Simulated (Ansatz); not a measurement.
Predict the output of the script below (the Python package of Ansatz (0.2.0)).

`run_prototypes.py`:
```python
"""Relaxed energies of I in several structure types."""

import warnings

import ansatz as az
import numpy as np
import pandas as pd

XC = "pbe"
CUTOFF_EV = 470
KSPACING = 0.15
SMEARING = "cold"
SIGMA = 0.02


def sc(a_site, a):
    return (
        az.Lattice.cubic(a)
        .space_group(221)
        .atom(a_site, [0, 0, 0])
    )


def diamond(A, a):
    return az.Crystal.diamond(A, a=a)


def bcc(first, a):
    return (
        az.Lattice.bcc(a)
        .space_group(229)
        .atom(first, [0, 0, 0])
        .primitive()
    )


def hcp(first, a):
    return (
        az.Lattice.from_parameters(a, a, 1.633 * a, alpha=90, beta=90, gamma=120)
        .space_group(194)
        .atom(first, [1 / 3, 2 / 3, 0.25])
    )


def compute(name, crystal):
    calc = (
        crystal.calculation()
        .functional(XC)
        .basis(CUTOFF_EV)  # cutoff of the orbital basis
        .kpoints(spacing=KSPACING)  # the mesh must be finer for metals
        .occupations(SMEARING, width=SIGMA)
        .stress()  # positive in compression
        .band_table()  # levels at the mesh points
    )
    calc = calc.relax(force_tolerance=0.03, cell=True)
    return calc.run()


def gap_ev(outcome):
    # nan where the run reports no band edges: a metal, overlapping bands, or a gap that is small against the smearing
    edges = outcome.report.get("band_edges_ev")
    return edges[1] - edges[0] if edges else float("nan")


def volume_per_atom(outcome):
    return abs(np.linalg.det(outcome.lattice.cell_ang)) / len(outcome.lattice.sites)


def pressure_gpa(outcome):
    return float(np.trace(outcome.report["stress_gpa"]) / 3)

# a is a first guess in angstrom
warnings.simplefilter("ignore")

phases = {}
phases["sc"] = sc("I", 3.3)
phases["diamond"] = diamond("I", 6.99)
phases["bcc"] = bcc("I", 4.03)
phases["hcp"] = hcp("I", 3.59)

done = {}
for name, crystal in phases.items():
    try:
        done[name] = compute(name, crystal)
    except az.NonConvergedError as error:
        print(name, "did not converge:", str(error)[:120])

energy = {name: o.report["energy_sigma0_ev"] / len(o.lattice.sites) for name, o in done.items()}
lowest = min(energy.values())
rows = [(name, len(o.lattice.sites), 1000 * (energy[name] - lowest), gap_ev(o), volume_per_atom(o), pressure_gpa(o)) for name, o in done.items()]
rows.sort(key=lambda row: row[2])
print(pd.DataFrame(rows, columns=["phase", "atoms", "dE (meV/atom)", "gap (eV)", "V (A^3/atom)", "P (GPa)"]).round(4).to_string(index=False))
print("lowest in energy:", rows[0][0])
```

Output of `python run_prototypes.py`:
```text
  phase  atoms  dE (meV/atom)  gap (eV)  V (A^3/atom)  P (GPa)
     sc      1         0.0000       NaN       41.4709   0.0083
    bcc      1       142.8823       NaN       35.7555   0.0085
    hcp      2       194.6132       NaN       35.4744   0.0100
diamond      2       228.7153       NaN       60.1765  -0.0044
lowest in energy: sc
```

By space group at the end of each run: Pm-3m (+0 meV an atom, 41.5 Å³), Im-3m (+143 meV an atom, 35.8 Å³), P6_3/mmc (+195 meV an atom, 35.5 Å³) and Fd-3m (+229 meV an atom, 60.2 Å³).

What to keep in mind:
- Pressure is positive in compression.
- Levels are Kohn-Sham eigenvalues on this mesh, without spin-orbit coupling.
- The cells are built on prototypes, so most aren't the phase found in nature. Rows bear the name of their start, and a relaxation keeps or raises the symmetry. Differences under 10 to 15 meV an atom lie within the error of mesh and functional.
- Hardware and time: 120 s on 1 thread of Arm Neoverse V2, on a shared host, peak memory 0.6 GiB.
